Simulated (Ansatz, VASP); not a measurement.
# Sn7Ge25 (random alloy of the diamond Ge-Sn line, x = 0.2188): VASP beside Ansatz, part 2 of 2

Wanted: the spread between two codes on one cell, functional and k mesh. Of the first pair: The structure shown is the start of the Ansatz relaxation below; VASP solves that cell, so the two are compared at the walk's first step.

VASP 6.6.1 and Ansatz 0.2.0.

So far: The structure; Ansatz: relaxation, PBE.

## (3) VASP: single point, PBE, start cell, pair 1

Level of this step: PBE; plane waves and PAW (Sn_d, Ge_d) (VASP).

The same cell, functional, mesh and smearing now go to VASP, with its own data sets.

Lines of VASP's logs that name or quote its potential files are left out, and so is its time.

The input, INCAR:

```
SYSTEM = Sn7Ge25
PREC = Accurate
ENCUT = 410
EDIFF = 1E-06
NELM = 120
ISMEAR = 0
SIGMA = 0.025
LREAL = Auto
ALGO = Normal
GGA = PE
NBANDS = 520
LORBIT = 11
LWAVE = .FALSE.
LCHARG = .FALSE.
ISIF = 2
LASPH = .TRUE.
GGA_COMPAT = .FALSE.
EFERMI = MIDGAP
NCORE = 2
```

The input, POSCAR:

```
Sn7Ge25
1.0
   11.9098200000      0.0000000000      0.0000000000
    0.0000000000     11.9098200000      0.0000000000
    0.0000000000      0.0000000000     11.9098200000
Sn Ge
14 50
Direct
    0.0027288406      0.9989739559      0.9991082989
    0.0029303550      0.2487191242      0.2505411501
    0.0015113579      0.9988480095      0.4997892495
    0.3762525378      0.1246786265      0.8735060647
    0.2487275207      0.5020982685      0.2508602145
    0.0002686858      0.5014685360      0.5005281356
    0.7505906890      0.2478039131      0.9999395457
    0.8722885820      0.3768822703      0.1256861984
    0.6264494342      0.3746991978      0.8739930578
    0.8748327011      0.3764624486      0.6262563162
    0.6260380090      0.6253914837      0.1261480022
    0.7504227604      0.7494991528      0.0008312468
    0.7478618485      0.5005281356      0.7508425820
    0.7509517356      0.7503975711      0.5004693606
    0.1232008544      0.1264502738      0.1211437285
    0.1245778694      0.3774616241      0.3715421392
    0.2494580103      0.9993601918      0.2519013721
    0.3731458578      0.1247122123      0.3735320937
    0.2500709499      0.2509777646      0.9981511056
    0.3769158560      0.3765128272      0.1258373342
    0.1234275581      0.1245526801      0.6258868732
    0.9988396130      0.2493320638      0.7488526275
    0.1235786939      0.3738679510      0.8749838369
    0.2481229775      0.0003862359      0.7527905543
    0.2487527099      0.2528417726      0.5000915211
    0.3739267260      0.3753205338      0.6285317494
    0.0002015144      0.5010403180      0.0005037860
    0.1244099407      0.6230824647      0.1244099407
    0.9996540670      0.7509937178      0.2514059826
    0.1265594274      0.8754792264      0.3764876379
    0.3744976834      0.6258197017      0.3748671265
    0.2519013721      0.7525470578      0.0036692410
    0.3726504683      0.8725740607      0.1241496513
    0.1215971358      0.6244930654      0.6263906591
    0.0003862359      0.7512791965      0.7496334957
    0.1246618337      0.8753112977      0.8756891372
    0.2503312393      0.5002006747      0.7488694204
    0.3756312018      0.6251983657      0.8768982235
    0.2520105258      0.7503136068      0.4993694279
    0.3739267260      0.8757059301      0.6251311943
    0.4994198065      0.0000671715      0.9989571631
    0.6261723519      0.1242504085      0.1270632134
    0.5006792714      0.2510029539      0.2481565632
    0.6252823300      0.3762441414      0.3733977508
    0.7495495314      0.0000503786      0.2476863630
    0.8755296050      0.1264166881      0.3735572830
    0.4999571782      0.9986968737      0.5021402507
    0.6282966493      0.1218826145      0.6270791666
    0.5027280009      0.2505663394      0.7479877949
    0.7479290199      0.0009236076      0.7513295751
    0.8739510757      0.1258709200      0.8730778467
    0.7513463680      0.2500793463      0.4996884924
    0.5008891822      0.5002258640      0.0001259465
    0.4994785815      0.7459138761      0.2517418399
    0.6286660924      0.8757395158      0.3748335407
    0.7497678386      0.4997976460      0.2500289677
    0.8731198288      0.6241320188      0.3733305793
    0.8747067546      0.8766631234      0.1253587376
    0.5036767978      0.4968169124      0.4989076241
    0.6265082092      0.6292538426      0.6245770297
    0.5000663318      0.7496167029      0.7522363898
    0.6245182547      0.8761425446      0.8744632581
    0.8771669093      0.6248121298      0.8739594721
    0.8748830797      0.8769486021      0.6256181873
```

The input, KPOINTS:

```
Automatic mesh
0
Gamma
1 1 1
0 0 0
```

Potentials, in the order of the species: Sn_d and Ge_d (PBE family, release 64).

Command:

```sh
$ mpirun -np 8 vasp_gam
```

Numbers of over 12 decimals in the logs are rounded to 6 here.

Log:

```text
[banner, memory and clock lines left out]
running    8 mpi-ranks, on    1 nodes
[...]
LDA part: xc-table for (Slater+PW92), standard interpolation
 POSCAR, INCAR and KPOINTS ok, starting setup
[...]
entering main loop
       N       E                     dE             d eps       ncg     rms          rms(c)
DAV:   1     0.169085134597E+05    0.16909E+05   -0.33139E+05  1120   0.437E+03
DAV:   2     0.428700058920E+04   -0.12622E+05   -0.12107E+05  1040   0.106E+03
DAV:   3     0.512557042976E+03   -0.37744E+04   -0.36222E+04  1048   0.324E+02
DAV:   4    -0.198267323632E+03   -0.71082E+03   -0.65424E+03  1168   0.135E+02
[...]
DAV:  18    -0.266400166714E+03   -0.19986E-05   -0.14830E-05  1152   0.178E-02    0.158E-03
DAV:  19    -0.266400168099E+03   -0.13856E-05   -0.14649E-05   872   0.139E-02    0.200E-03
DAV:  20    -0.266400168152E+03   -0.52998E-07   -0.63834E-07   608   0.251E-03
   1 F= -.26640017E+03 E0= -.26639588E+03  d E =-.857926E-02
```

From OUTCAR (step 3):

```text
  Total       29.8280085     30.4555992     30.2401250      1.6250659      0.3239496     -0.5242421
  in kB       28.2891076     28.8843193     28.6799620      1.5412247      0.3072362     -0.4971952
  external PRESSURE =      28.6177963 kB  Pullay stress =       0.0000000 kB

 POSITION                                       TOTAL-FORCE (eV/Angst)
 -----------------------------------------------------------------------------------
      0.03250     11.89760     11.89920        -0.513291      0.176156     -0.055563
      0.03490      2.96220      2.98390         0.413096     -0.469658      0.475109
      0.01800     11.89610      5.95240        -0.267523      0.124866     -0.103020
      4.48110      1.48490     10.40330         0.050949      0.173325      0.094635
      2.96230      5.97990      2.98770         0.312654     -0.043349     -0.244030
      0.00320      5.97240      5.96120         0.726134      0.720407     -1.140066
      8.93940      2.95130     11.90910        -0.043878     -1.542542      0.080930
     10.38880      4.48860      1.49690         0.508650      1.217918      0.025118
      7.46090      4.46260     10.40910        -2.027515     -0.241927      0.409577
     10.41910      4.48360      7.45860        -0.070781     -1.753331     -0.149454
      7.45600      7.44830      1.50240        -1.100825     -1.025118      0.749350
      8.93740      8.92640      0.00990         0.988571      1.120865     -1.111779
      8.90690      5.96120      8.94240         0.270590      2.130709     -0.300226
      8.94370      8.93710      5.96050         0.262024      0.215533     -0.125218
[...]
-----------------------------------------------------------------------------------
    total drift:                                0.015295     -0.012156      0.005715

  FREE ENERGIE OF THE ION-ELECTRON SYSTEM (eV)
  ---------------------------------------------------
  free  energy   TOTEN  =      -266.4001681522 eV

  energy  without entropy=     -266.3915888969  energy(sigma->0) =     -266.39587852

[... 2 further parts left out ...]
```

The run ends at a pressure of 2.86 GPa, with forces up to 2.2 eV/Å.

## (4) Comparison

Known differences besides the potentials themselves: the cutoff is 420 eV in Ansatz and 410 eV in VASP (PREC = Accurate, projectors in real space). Total energies have different zeros and are not compared.

Forces on 9 of the 64 atoms, those with the largest forces and the largest differences (eV/Å; atoms numbered as in POSCAR):

```
atom          Ansatz x, y, z            VASP x, y, z
 Sn9   -2.029, -0.241, 0.411   -2.028, -0.242, 0.410
Sn10  -0.070, -1.756, -0.152  -0.071, -1.753, -0.149
Sn11   -1.101, -1.026, 0.747   -1.101, -1.025, 0.749
Sn12    0.988, 1.121, -1.113    0.989, 1.121, -1.112
Sn13    0.272, 2.130, -0.300    0.271, 2.131, -0.300
Ge15    1.670, -0.047, 0.200    1.670, -0.050, 0.198
Ge42   -0.825, -0.683, 0.322   -0.827, -0.681, 0.320
Ge54    -0.619, 1.114, 0.602    -0.618, 1.111, 0.599
Ge60   -1.523, -0.410, 0.113   -1.524, -0.408, 0.115
```

The forces differ by 1.4 meV/Å r.m.s., which is 0.2 % of the r.m.s. force of 0.623 eV/Å (both taken over all components).

## (5) Ansatz: relaxation, PBE

This run makes the geometry at which the two programs are then compared. The cell compared in this pair holds 1751.52 Å³, against 1689.33 Å³ for the pair before.

The structure compared here is the end of the Ansatz relaxation.

This is the run of step 2 again, met here at its other cell.

## (6) VASP: single point, PBE, relaxed cell, pair 2

The same cell, functional, mesh and smearing now go to VASP, with its own data sets.

Edit INCAR of step 3 so:

```diff
@@ -2,3 +2,3 @@
 PREC = Accurate
-ENCUT = 410
+ENCUT = 500
 EDIFF = 1E-06
```

The input, POSCAR:

```
Sn7Ge25
1.0
   12.0781260000      0.0023770000      0.2146840000
    0.0023770000     12.0159720000      0.0079200000
    0.2146840000      0.0079200000     12.0723990000
Sn Ge
14 50
Direct
    0.0060900000      0.0003400000      0.9992400000
    0.0049000000      0.2437200000      0.2584000000
    0.0005300000      0.9997300000      0.5019100000
    0.3749300000      0.1200000000      0.8746800000
    0.2525000000      0.5077400000      0.2494900000
    0.0093500000      0.5093100000      0.4967400000
    0.7479200000      0.2382600000      0.0000200000
    0.8783600000      0.3862100000      0.1234400000
    0.6089300000      0.3732100000      0.8715400000
    0.8752100000      0.3570100000      0.6225200000
    0.6152300000      0.6209500000      0.1324900000
    0.7555100000      0.7586600000      0.9967500000
    0.7522600000      0.5166000000      0.7476700000
    0.7468100000      0.7563800000      0.4998100000
    0.1404700000      0.1215100000      0.1259700000
    0.1384100000      0.3658000000      0.3823100000
    0.2563700000      0.9994100000      0.2512600000
    0.3754500000      0.1230400000      0.3761500000
    0.2482300000      0.2570900000      0.0031100000
    0.3765800000      0.3659200000      0.1236700000
    0.1333200000      0.1257500000      0.6286200000
    0.0113500000      0.2455500000      0.7568000000
    0.1297300000      0.3754300000      0.8757500000
    0.2486600000      0.9945200000      0.7428100000
    0.2569400000      0.2489600000      0.5044100000
    0.3733100000      0.3768800000      0.6220700000
    0.0118500000      0.5107400000      0.9919800000
    0.1239900000      0.6328000000      0.1168000000
    0.0029200000      0.7532900000      0.2471100000
    0.1318900000      0.8675100000      0.3701000000
    0.3790500000      0.6299900000      0.3838400000
    0.2519300000      0.7549200000      0.9983700000
    0.3736600000      0.8712900000      0.1243900000
    0.1364700000      0.6308500000      0.6299800000
    0.0089600000      0.7547500000      0.7476200000
    0.1343100000      0.8679300000      0.8688000000
    0.2527800000      0.5025500000      0.7504400000
    0.3693900000      0.6259100000      0.8749200000
    0.2531700000      0.7546300000      0.5008600000
    0.3758100000      0.8741200000      0.6213100000
    0.5023500000      0.9935200000      0.0059100000
    0.6166100000      0.1132200000      0.1331200000
    0.4990700000      0.2498400000      0.2516500000
    0.6189100000      0.3712600000      0.3785200000
    0.7439400000      0.9992000000      0.2524200000
    0.8596000000      0.1174800000      0.3764100000
    0.4959700000      0.0035000000      0.4991100000
    0.6214300000      0.1180600000      0.6204600000
    0.4949300000      0.2481200000      0.7316200000
    0.7464500000      0.0026200000      0.7464800000
    0.8773300000      0.1176200000      0.8627100000
    0.7374000000      0.2428400000      0.4937400000
    0.4813500000      0.5036600000      0.0015500000
    0.4900600000      0.7605000000      0.2587300000
    0.6148000000      0.8810700000      0.3731700000
    0.7459900000      0.5003000000      0.2645500000
    0.8762400000      0.6275000000      0.3663600000
    0.8760500000      0.8776100000      0.1376200000
    0.4973000000      0.5019300000      0.5003800000
    0.6082500000      0.6283200000      0.6241400000
    0.4933600000      0.7559300000      0.7518500000
    0.6201800000      0.8789200000      0.8690100000
    0.8931600000      0.6304100000      0.8728800000
    0.8743300000      0.8716600000      0.6380000000
```

KPOINTS is that of step 3.

Command:

```sh
$ mpirun -np 8 vasp_gam
```

Log:

```text
[... set-up lines as in an earlier step ...]
 entering main loop
       N       E                     dE             d eps       ncg     rms          rms(c)
DAV:   1     0.186105459967E+05    0.18611E+05   -0.36621E+05  1120   0.475E+03
DAV:   2     0.484423765394E+04   -0.13766E+05   -0.13194E+05  1040   0.117E+03
DAV:   3     0.674108760351E+03   -0.41701E+04   -0.40248E+04  1040   0.351E+02
DAV:   4    -0.176993293864E+03   -0.85110E+03   -0.78477E+03  1160   0.148E+02
[...]
DAV:  18    -0.271153030680E+03   -0.99622E-06   -0.12700E-05  1128   0.274E-02    0.147E-03
DAV:  19    -0.271153031868E+03   -0.11883E-05   -0.15373E-05   848   0.299E-02    0.243E-03
DAV:  20    -0.271153031966E+03   -0.98458E-07   -0.26524E-06   824   0.699E-03
   1 F= -.27115303E+03 E0= -.27115303E+03  d E =-.995221E-08
```

OUTCAR, selected parts (step 6):

```text
  Total       -1.0110145     -1.3742959     -1.0126779      0.0019611     -0.0550449     -0.1445743
  in kB       -0.9248119     -1.2571187     -0.9263335      0.0017939     -0.0503516     -0.1322474
  external PRESSURE =      -1.0360881 kB  Pullay stress =       0.0000000 kB

 POSITION                                       TOTAL-FORCE (eV/Angst)
 -----------------------------------------------------------------------------------
      0.28808      0.01201     12.06453        -0.008358     -0.012792     -0.000786
      0.11524      2.93059      3.12249        -0.011561     -0.007818     -0.000243
      0.11653     12.01670      6.06729        -0.010176     -0.013324     -0.001592
      4.71652      1.44974     10.64093         0.010082      0.012152     -0.001810
      3.10450      6.10357      3.07017        -0.021632     -0.017952      0.004880
      0.22078      6.12381      6.00288        -0.008495     -0.013546     -0.005306
      9.03404      2.86470      0.16269         0.000027     -0.004140      0.001821
     10.63636      4.64375      1.68185         0.005510      0.005385      0.004323
      7.54273      4.49283     10.65526         0.011908      0.013393      0.007375
     10.70539      4.29683      7.70603         0.011947      0.009350     -0.002296
      7.46074      7.46383      1.73647         0.012068      0.009107      0.008112
      9.34093      9.12573     12.20137        -0.012125     -0.005790     -0.007431
      9.24763      6.21516      9.19176        -0.012737     -0.008237     -0.000984
      9.12916      9.09437      6.20022        -0.007972     -0.012087      0.003097
[...]
-----------------------------------------------------------------------------------
    total drift:                               -0.003200     -0.006569     -0.005565

  FREE ENERGIE OF THE ION-ELECTRON SYSTEM (eV)
  ---------------------------------------------------
  free  energy   TOTEN  =      -271.1530319664 eV

  energy  without entropy=     -271.1530319564  energy(sigma->0) =     -271.15303196

[... 1 part as in an earlier step ...]

[... 1 further part left out ...]
```

The run ends at a pressure of -0.10 GPa, with forces up to 0.029 eV/Å.

## (7) Differences

What differs besides the data sets and the points named for the pairs above, as far as they apply: the cutoff is 420 eV in Ansatz and 500 eV in VASP (PREC = Accurate, projectors in real space). Total energies have different zeros and are not compared.

The two programs side by side:

```
              quantity  Ansatz   VASP  difference
        pressure (GPa)   -0.01  -0.10       +0.09
gap on the k mesh (eV)   0.193  0.193      +0.001
```

The largest component of a force difference here is 5 meV/Å. A gap on the mesh is an upper bound, since the band edges may lie between its points.

## (8) What came out

```json
{
  "r.m.s. force difference (single point, PBE, start cell, pair 1)": "0.22 % of the r.m.s. force",
  "difference in gap on the k mesh (single point, PBE, relaxed cell, pair 2)": "6.4e-4 eV"
}
```

In words: The r.m.s. force difference is 0.22 % of the r.m.s. force (single point, PBE, start cell, pair 1), within the 3 % picked in this series as the mark of a large difference. Such differences can come from data sets, numerical settings and the points named under the comparisons, not from the functional's error against experiment.

[Lines on the potential files, build, host, timing and source positions are cut from VASP's logs without a mark.]

[Logs are printed without paths, hosts, clocks, repeated set-up lines and the standing remarks that a program may print on its own settings, such as how far it seeks lower states.]

[Hosts, paths, dates, database ids (printed as entryN), source tags and the programs' standing remarks are cut or masked in the printed files.]
